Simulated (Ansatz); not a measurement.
# Ni (Im-3m) in Ansatz: reference runs

Aim: a first look at Ni with PBEsol, on the cell as given and on a disturbed one.

Program: Ansatz 0.2.0. These are calculated values, not measurements. Logs are shortened: lines on timing, memory, paths and dates and some standing lists are left out, and cuts for length are marked.

### Step 1. Starting point

The structure is cubic, space group Im-3m (No. 229). The conventional cell has a = 2.767 Å, b = 2.767 Å, c = 2.767 Å, α = 90.00°, β = 90.00°, γ = 90.00°. Around Ni (site symmetry m-3m) lie 8 Ni at 2.40 Å.

This isn't the form of Ni at room conditions, which is fcc.

### Step 2. Single point, PBEsol, collinear spin, ferromagnetic start

Contents of input.yaml:

```yaml
crystal:
  lattice:
    - [-1.38371547, 1.38371547, 1.38371547]
    - [1.38371547, -1.38371547, 1.38371547]
    - [1.38371547, 1.38371547, -1.38371547]
  atoms:
    - { symbol: Ni, position: [0.0, 0.0, 0.0], spin: 1.0 }
hamiltonian:
  xc: pbesol
  pseudopotentials: { kind: paw }
magnetization:
  spin_polarized: true
kpoints:
  mp_grid: { grid: [13, 13, 13] }
scf:
  occupations: { method: fermi_dirac, width: 0.05 }
output:
  forces: true
  stress: true
  eigenvalues: true
```

Potentials or basis: Ansatz PAW.

The run is started by

```console
$ ansatz run input.yaml --threads 2 --pin off --max-ram 5632MiB --backend cpu --events-out ev --progress --plain --runs-dir out
```

Log:

```text
Warning: RAYON_NUM_THREADS=2 ignored (pool sized by the plan → 2); use --threads N
Engine: ansatz 0.2.0, x86_64-unknown-linux-gnu
Pseudopotentials: kind: paw
Pseudopotential: Ni, paw, valence charge 18, recommended cutoff 420 eV (normal), Ni.paw.azcp
Functional definition: PBEsol
  exchange = pbesol_x
  correlation = pbesol_c
Crystal: 1 atoms, lattice volume = 10.597 Å³
Basis set: ecut = 420 eV, 201 PW (Γ), exchange–correlation on 36×36×36 points (8 copies of the dense FFT grid, shifted against one another)
Bands: 14, of which v1, the nominal top of the filled ones, is band 9 counted from 1 (8 counted from 0)
Symmetry: 48 space group operations
Space group: Im-3m (ITA 229), of the structure as read, at distance tolerance 2.2e-5 Å
Magnetic group: BNS 229.140 (UNI 1642), of the structure as read, at distance tolerance 2.2e-5 Å
k-points: 84 of 2197
Non-local potential: Ni, projectors of the file, l = 0: 3, l = 1: 2, l = 2: 3, l = 3: 1
PAW form: soft (Blöchl's): semilocal exchange-correlation on the pseudo side does not see the compensation charge
PAW frozen core: Ni, regenerated for the run's functional, and the local potential with it (the file was generated under x = pbe(κ = 0.804, μ = 0.2195149727645171), c = pbe(β = 0.06672455060314922))
PAW one-centre angular grid: Ni, 590 points (default); XC on 64 Gauss nodes
Initial density: superposition of atomic densities (chi_scale 0.1, normalization cell)
Starting moments: Σ|m| = 1 μB on 1 of 1 site
Initial wavefunctions: pseudopotential atomic-orbital guess
Functional: x = pbesol(κ = 0.804, μ = 0.12345679012345678), c = pbesol(β = 0.046)
SCF iter   1: F=—  HF=-5804.149370 eV  |F-HF|=—  |Δ(HF+E_count)|=         —  Δρ=7.63e-2 (↑7.63e-2 ↓4.69e-2)  dr2=9.29e-1  dr2_m=3.62e-2  M=0.751 μB ∫|m|=0.784 μB  β_m=0.30  ethr=3.10e-3  ⟨swp⟩=5.7  Hψ=12257  notcnv=0
Mixer restart at iter 1: flushing history
preconditioner: auto → none  [metal: Δε(μ)=0.009 eV  Ē_g=16.292 eV  σ=0.050 eV  W_gap=0.05  n_scr=0 (ndim 8)  ℏωp=36.1 eV  f_vac=0.000  D(μ)=2.72/eV (n_scr^D=54)]
SCF iter   2: F=—  HF=-5803.930382 eV  |F-HF|=—  |Δ(HF+E_count)|=   2.19e-1  Δρ=6.41e-2 (↑2.31e-2 ↓6.41e-2)  dr2=3.35e-1  dr2_m=6.31e-2  M=0.661 μB ∫|m|=0.704 μB  β_m=0.25  ethr=3.10e-3  ⟨swp⟩=2.8  Hψ=5249  notcnv=0  defer=68
SCF iter   3: F=—  HF=-5804.125399 eV  |F-HF|=—  |Δ(HF+E_count)|=   1.95e-1  Δρ=3.39e-2 (↑1.37e-2 ↓3.39e-2)  dr2=2.73e-2  dr2_m=4.76e-2  M=0.661 μB ∫|m|=0.705 μB  β_m=0.25  ethr=1.86e-3  ⟨swp⟩=2.5  Hψ=4028  notcnv=0  defer=67
SCF iter   4: F=—  HF=-5804.551308 eV  |F-HF|=—  |Δ(HF+E_count)|=   4.26e-1  Δρ=1.80e-2 (↑7.44e-3 ↓1.80e-2)  dr2=7.78e-3  dr2_m=1.34e-2  M=0.647 μB ∫|m|=0.695 μB  β_m=0.52  ethr=1.51e-4  ⟨swp⟩=2.9  Hψ=4627  notcnv=0  defer=73
SCF iter   5: F=—  HF=-5804.847290 eV  |F-HF|=—  |Δ(HF+E_count)|=   2.96e-1  Δρ=9.28e-3 (↑2.97e-3 ↓9.28e-3)  dr2=8.23e-3  dr2_m=1.31e-3  M=0.611 μB ∫|m|=0.666 μB  β_m=0.59  ethr=4.32e-5  ⟨swp⟩=2.4  Hψ=5474  notcnv=0  defer=76
SCF iter   6: F=—  HF=-5804.871621 eV  |F-HF|=—  |Δ(HF+E_count)|=   2.43e-2  Δρ=3.59e-3 (↑1.20e-3 ↓3.59e-3)  dr2=4.30e-4  dr2_m=5.38e-4  M=0.594 μB ∫|m|=0.650 μB  β_m=0.78  ethr=4.32e-5  ⟨swp⟩=2.1  Hψ=4108  notcnv=0  defer=78
SCF iter   7: F=—  HF=-5804.871901 eV  |F-HF|=—  |Δ(HF+E_count)|=   2.80e-4  Δρ=1.89e-3 (↑1.28e-3 ↓1.89e-3)  dr2=3.03e-5  dr2_m=2.43e-4  M=0.592 μB ∫|m|=0.648 μB  β_m=0.89  ethr=2.39e-6  ⟨swp⟩=2.1  Hψ=3294  notcnv=0  defer=78
SCF iter   8: F=—  HF=-5804.871896 eV  |F-HF|=—  |Δ(HF+E_count)|=   5.21e-6  Δρ=1.38e-4 (↑1.38e-4 ↓9.58e-5)  dr2=3.39e-6  dr2_m=1.01e-7  M=0.590 μB ∫|m|=0.645 μB  β_m=0.85  ethr=1.68e-7  ⟨swp⟩=1.7  Hψ=2977  notcnv=0  defer=78
SCF iter   9: F=—  HF=-5804.871896 eV  |F-HF|=—  |Δ(HF+E_count)|=   6.02e-8  Δρ=1.80e-5 (↑6.41e-6 ↓1.80e-5)  dr2=1.42e-8  dr2_m=1.23e-8  M=0.590 μB ∫|m|=0.645 μB  β_m=0.92  ethr=1.88e-8  ⟨swp⟩=2.4  Hψ=3082  notcnv=0  defer=78
SCF iter  10: F=-5804.871896 eV  HF=-5804.871896 eV  |F-HF|=1.58e-8  |Δ(HF+E_count)|=   4.15e-9  Δρ=9.53e-6 (↑9.53e-6 ↓8.15e-6)  dr2=1.96e-8  dr2_m=4.88e-11  M=0.590 μB ∫|m|=0.645 μB  ethr=7.90e-11  ⟨swp⟩=3.8  Hψ=8941  notcnv=0
SCF 1 converged in 10 iterations: F = -5804.871896 eV  dr2 = 1.96e-8
SCF converged after 10 iterations
Magnetization: 0.5903 μB (9.2952 up, 8.7048 down)
Absolute magnetization: 0.6460 μB (∫|ρ↑−ρ↓|, with the PAW one-centre terms)
Spin contamination: 0.0048 ħ² per cell (⟨S²⟩ above its minimum at these occupations)
Per-site moments (μB) at R_I (Å): [(0.6162485780333651, 0.9886245176193575)]
Free energy (F): -5804.871896 eV
Harris-Foulkes:  -5804.871896 eV  (|F-HF|=1.58e-8)
Internal energy: -5804.856738 eV  (E = F + TS)
E sigma→0 (E₀):  -5804.864317 eV
Entropy (-TS):   -0.015158 eV (-15.158 meV/atom)
Fermi energy:    18.449269 eV
--- Per-component energies (eV) ---
  E_band       = -275.181525
  E_kinetic    = 283.003443
  E_local      = -3393.370504  (includes V_loc(G=0)·N_el)
  E_nonlocal   = 636.855291
  E_hartree    = 1415.603035
  E_xc         = -84.598072
  E_vxc        = -109.488752  (∫ρ·V_xc dr)
  E_paw        = -1594.939320  (= ΣΔE_a)
  E_vpaw       = -523.377041  (= ΣTr[D̂ρ^β])
  E_aug_tail   = 0.000638  (compensation charges beyond the density's cutoff)
  E_ewald      = -3067.608538
  E_core_change = 0.197289  (= ΣΔE_core)
  E_smearing   = -0.015158  (= −TS)
  E_closure    = -0.000000  (closes the sum)
  Σ components = -5804.871896   (vs F -5804.871896, Δ=0.00e0)
--- Forces (eV/Å), atoms counted from 1 ---
  atom   1  Ni     0.00000000     0.00000000    -0.00000000
  max |Σ_I F_I| component: 9.04e-32 eV/Å
--- Stress (GPa, compression-positive) ---
       -2.433563      -0.000000      -0.000000
        0.000000      -2.433563       0.000000
        0.000000       0.000000      -2.433563
  P = ⅓ Tr σ = -2.4336 GPa (-24.336 kbar)
--- Band table (eV; the first three rows and the last of 168) ---
  k-point 0 ↑: bands = ["-84.6999", "-45.0871", "-45.0871", "-45.0871", "9.2413", "16.0654", "16.0654", "16.0654", "17.5341", "17.5341", "44.9088", "44.9088", "44.9088", "49.7943"]
  k-point 1 ↑: bands = ["-84.6975", "-45.1017", "-45.0922", "-45.0871", "9.4908", "16.0070", "16.0606", "16.1817", "17.4759", "17.5389", "43.0212", "44.4279", "44.5799", "48.4572"]
  k-point 2 ↑: bands = ["-84.6908", "-45.1418", "-45.1060", "-45.0869", "10.2163", "15.8473", "16.0265", "16.5136", "17.3592", "17.5548", "39.3157", "42.8947", "43.9119", "45.7067"]
  k-point 83 ↓: bands = ["-83.8687", "-44.5358", "-44.5336", "-44.5336", "14.4735", "14.4861", "18.8662", "18.8662", "18.9326", "27.4088", "28.5559", "28.5559", "34.4594", "35.0826"]
```

It took 1.7 s on 2 threads of AMD EPYC 7R43 (Zen 3), shared host; peak memory 0.34 GiB.

What came out:

```
Free energy            : -5804.8719 eV
Pressure               : -2.4 GPa
Band gap on the k mesh : none (metal or under the smearing width)
Net moment             : 0.59 μB per cell
Absolute moment        : 0.65 μB per cell
Site moments           : Ni +0.62 μB
```

Levels at points of the mesh, in eV from the Fermi level:
Spin up:
```
           k point  band 7  band 8  band 9  band 10  band 11  band 12
(0.00, 0.00, 0.00)   -2.38   -2.38   -0.92    -0.92    26.46    26.46
```
Spin down:
```csv
k point,band 7,band 8,band 9,band 10,band 11,band 12
"(0.00, 0.00, 0.00)",-1.70,-1.70,-0.36,-0.36,26.40,26.40
```

Caveat: the PAW data sets come from PBE, with cores solved anew for the run's functional, which leaves a small shift of forces and pressure.

### Step 3. Single point, PBEsol, collinear spin, ferromagnetic start (cell strained at random at fixed volume)

Contents of input.yaml:

```yaml
crystal:
  lattice:
    - [-1.388528, 1.363127, 1.431767]
    - [1.331084, -1.362437, 1.373633]
    - [1.415301, 1.38921, -1.431077]
  atoms:
    - { symbol: Ni, position: [-0.020755, -0.023133, -0.019485], spin: 1.0 }
hamiltonian:
  xc: pbesol
  pseudopotentials: { kind: paw }
magnetization:
  spin_polarized: true
kpoints:
  mp_grid: { grid: [13, 13, 13] }
scf:
  occupations: { method: fermi_dirac, width: 0.05 }
output:
  forces: true
  stress: true
  eigenvalues: true
```

Potentials or basis: Ansatz PAW.

The run is started by

```console
$ ansatz run input.yaml --threads 2 --pin off --max-ram 5632MiB --backend cpu --events-out ev --progress --plain --runs-dir out
```

Run time: 16 s. Hardware: 2 threads of AMD EPYC 7R43 (Zen 3), shared host; peak memory 0.63 GiB.

Results (log left out):

| Property | Result |
| --- | --- |
| Free energy | -5804.8615 eV |
| Pressure | -2.0 GPa |
| Band gap on the k mesh | none (metal or under the smearing width) |
| Net moment | 0.58 μB per cell |
| Absolute moment | 0.64 μB per cell |
| Site moments | Ni +0.61 μB |

Stress tensor (GPa, compression positive):
```
-3.02 -3.00  6.87
-3.00 -2.24 -0.43
 6.87 -0.43 -0.81
```

Levels at points of the mesh, in eV from the Fermi level:
Spin up:
```tsv
k point	band 5	band 6	band 7	band 8	band 9	band 10	band 11	band 12	band 13	band 14
(0.00, 0.00, 0.00)	-9.22	-2.59	-2.41	-2.18	-0.98	-0.84	25.61	26.49	27.06	30.64
```
Spin down:
| k point | band 5 | band 6 | band 7 | band 8 | band 9 | band 10 | band 11 | band 12 | band 13 | band 14 |
| --- | --- | --- | --- | --- | --- | --- | --- | --- | --- | --- |
| (0.00, 0.00, 0.00) | -9.21 | -1.92 | -1.74 | -1.51 | -0.41 | -0.30 | 25.55 | 26.43 | 27.01 | 30.68 |

Caveat: the PAW data sets come from PBE, with cores solved anew for the run's functional, which leaves a small shift of forces and pressure.
